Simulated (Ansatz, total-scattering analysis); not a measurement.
# TiO2: S(Q) and G(r) from molecular dynamics

The model: ab initio molecular dynamics with Ansatz (PBE-D3(BJ), plane waves, PAW default files, Langevin thermostat, no spin, fixed volume), at a lowered cutoff of 330 eV. The average runs over 0.60 ps of 72 atoms, so shells between rare elements are rough. Mean temperature 2253 K, largest m.s.d. 0.75 Å², energy drift +33 meV an atom (last third less first, no steady trend), Langevin friction 10 ps⁻¹; the first quarter of the run is discarded. Start: last frame of a classical run of this cell at the same density and temperature. So short a stretch relaxes bonds and nearest shells but still remembers its start. The density is set to 3.200 g/cm³. Composition: Ti 33.3, O 66.7 atom %. Production: 133 frames 0.0045 ps apart at 2300 K, fixed volume (mean pressure -0.7 GPa).

S(Q) is the Faber–Ziman total, Σ ci cj fi fj (Sij − 1)/⟨f⟩² + 1. Below 4 Å⁻¹ the partials are summed on the cell's own reciprocal vectors (from 0.63 Å⁻¹) and folded with a Gaussian of σ = 0.14 Å⁻¹; above it they are transforms of g(r) out to 6.8 Å, tapered over the last 40 %. The fold lowers sharp peaks, and with so few vectors their positions are good to about 0.1 Å⁻¹. X-rays take neutral-atom form factors, neutrons coherent lengths (Ti -3.37, O 5.8037 fm). G(r) = 4πrρ₀[g(r) − 1] carries the resolution of a Lorch-windowed transform up to 20 Å⁻¹. The patterns are simulated, not measured. The cell is small: beyond half the box only the part of each shell inside it is counted, and low-Q values rest on few vectors.

Q: What peaks of S(Q) and neighbour shells come out?

Density 3.200 g/cm³, ρ₀ = 0.0724 Å⁻³. Mean square displacements over the run: Ti 0.64, O 0.75 Å² (damped by the Langevin friction of 10 ps⁻¹); the sample is a melt by its history, in a run too short to show flow.

Maxima of S(Q), Q in Å⁻¹ (height): X-ray: 1.84 (1.31), 4.08 (1.42), 7.38 (1.12); neutron: 2.53 (6.36), 5.24 (1.54), 9.26 (1.12), 12.82 (1.05).

X-ray, Q (Å⁻¹) and value: 0.80 -0.03, 1.05 0.03, 1.30 0.25, 1.55 0.50, 1.80 1.30, 2.05 1.05, 2.30 0.70, 2.55 0.63, 2.80 0.53, 3.05 0.70, 3.30 0.88, 3.55 1.06, 3.80 1.29, 4.05 1.42, 4.30 1.37, 4.55 1.18, 4.80 0.97, 5.05 0.86, 5.30 0.86, 5.55 0.90, 5.80 0.92, 6.05 0.91, 6.30 0.90, 6.55 0.93, 6.80 1.00, 7.05 1.07, 7.30 1.12, 7.55 1.11, 7.80 1.07, 8.05 1.02, 8.30 0.99, 8.55 0.98, 8.80 0.98, 9.05 0.97, 9.30 0.97, 9.55 0.96, 9.80 0.96, 10.05 0.97, 10.30 1.00, 10.55 1.02, 10.80 1.04, 11.05 1.04, 11.30 1.03, 11.55 1.02, 11.80 1.00, 12.05 0.99, 12.30 0.99, 12.55 0.99, 12.80 0.98, 13.05 0.98, 13.30 0.99, 13.55 0.99, 13.80 1.00

neutron, Q (Å⁻¹) and value: 0.80 -2.32, 1.05 -2.32, 1.30 -2.27, 1.55 -2.19, 1.80 -1.63, 2.05 -0.36, 2.30 3.58, 2.55 6.18, 2.80 3.68, 3.05 1.22, 3.30 0.25, 3.55 -0.19, 3.80 -0.24, 4.05 0.03, 4.30 0.30, 4.55 0.66, 4.80 1.13, 5.05 1.46, 5.30 1.54, 5.55 1.43, 5.80 1.28, 6.05 1.15, 6.30 1.05, 6.55 0.97, 6.80 0.90, 7.05 0.86, 7.30 0.86, 7.55 0.87, 7.80 0.88, 8.05 0.89, 8.30 0.93, 8.55 1.00, 8.80 1.07, 9.05 1.11, 9.30 1.13, 9.55 1.11, 9.80 1.08, 10.05 1.05, 10.30 1.00, 10.55 0.95, 10.80 0.92, 11.05 0.91, 11.30 0.92, 11.55 0.94, 11.80 0.97, 12.05 1.00, 12.30 1.03, 12.55 1.05, 12.80 1.05, 13.05 1.05, 13.30 1.04, 13.55 1.02, 13.80 1.00

Maxima of G(r), r in Å (Å⁻²): X-ray: 1.86 (1.65), 3.59 (1.19), 4.49 (0.40); neutron: 2.86 (7.05), 5.39 (3.38).

```csv
pair,first peak (Å),g there,first minimum (Å),g there,neighbours,X-ray weight (f = Z),neutron weight
Ti–O,1.83,4.9,2.74,0.30,"5.0 O per Ti, 2.5 Ti per O",0.49,-1.15
O–O,2.77,2.1,4.08,0.69,13.0,0.18,1.99
Ti–Ti,3.51,2.5,4.22,0.69,7.4,0.34,0.17
```

Bonded neighbours (only these pairs count: cutoffs Ti–O 2.74 Å): Ti: 4 25 %, 5 49 %, 6 26 %; O: 1 1.4 %, 2 49 %, 3 47 %, 4 2.5 %. For Ti–O g doesn't fall to zero at the cutoff, so those shares hang on where it is put. O–Ti–O peak at 92° and Ti–O–Ti peak at 112°. These counts come from 15 frames.

Unlike atoms are nearest: the pair functions peak at 1.83 Å (Ti–O) and 2.77 Å (O–O). The ratio of these peaks, 1.52 (±0.04), compares with 1.73 for a triangle, 1.63 for a tetrahedron and 1.41 for an octahedron, and Ti has 5.0 anions. The weights that differ most between the probes (X-ray, neutron): O–O 0.18 and 1.99, Ti–O 0.49 and -1.15 and Ti–Ti 0.34 and 0.17. At 2.53 Å⁻¹ neutrons show a peak (6.36) where X-rays give 0.63: term by term, w(S − 1) with f = Z as a rough X-ray weight: Ti–O +2.23 against -0.95, O–O +2.82 against +0.25 and Ti–Ti +0.16 against +0.32 (neutron against X-ray).

[Logs are printed without paths, hosts, clocks, repeated set-up lines and the standing remarks that a program may print on its own settings, such as how far it seeks lower states.]
